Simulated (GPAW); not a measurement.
Ir:

```
CELL_PARAMETERS angstrom
2.75138 0.00000 0.00000
-1.37569 2.38276 0.00000
0.00000 0.00000 4.46229
ATOMIC_POSITIONS crystal
Ir 0.33333 0.66667 0.25000
Ir 0.66667 0.33333 0.75000
```

This isn't the form of Ir at room conditions, which is fcc.

* Program: GPAW 26.7.0
* Task: relaxation of cell and atoms
* Functional: PBEsol
* Potentials or basis: PAW data sets generated in the run's folder for this functional
* Cutoff: 600 eV
* Basis: pw
* k mesh: 8 × 8 × 5
* Occupations: fermi-dirac, width 0.05 eV
* Spin: no spin polarisation

At the start: pressure -12.6 GPa; volume 14.63 Å³/atom.

**Question.** How do energy, volume and symmetry change on relaxing?

**Answer.** Over 6 steps the energy falls by 21.4 meV/atom and the volume is 14.11 Å³/atom (-3.6 %); space group P6_3/mmc (No. 194, to 0.05 Å).

The path:
```
step  energy change (eV)  largest force (eV/Å)  pressure (GPa)  volume (Å³)
   1              0.0000                0.0000          -12.61        29.25
   2             -0.0380                0.0000           -4.35        28.54
   3             -0.0426                0.0000            0.29        28.18
   4             -0.0427                0.0000            0.03        28.20
   5             -0.0427                0.0000           -0.11        28.21
   6             -0.0428                0.0000           -0.06        28.21
```

Final structure:
```cif
data_structure
_symmetry_space_group_name_H-M 'P 1'
_symmetry_Int_Tables_number 1
_cell_length_a 2.7221
_cell_length_b 2.7221
_cell_length_c 4.3963
_cell_angle_alpha 90.000
_cell_angle_beta 90.000
_cell_angle_gamma 120.000
_cell_volume 28.21
loop_
_atom_site_label
_atom_site_type_symbol
_atom_site_fract_x
_atom_site_fract_y
_atom_site_fract_z
_atom_site_occupancy
Ir1 Ir 0.33333 0.66667 0.25000 1
Ir2 Ir 0.66667 0.33333 0.75000 1
```

Caveat: later steps reuse the first step's grids.
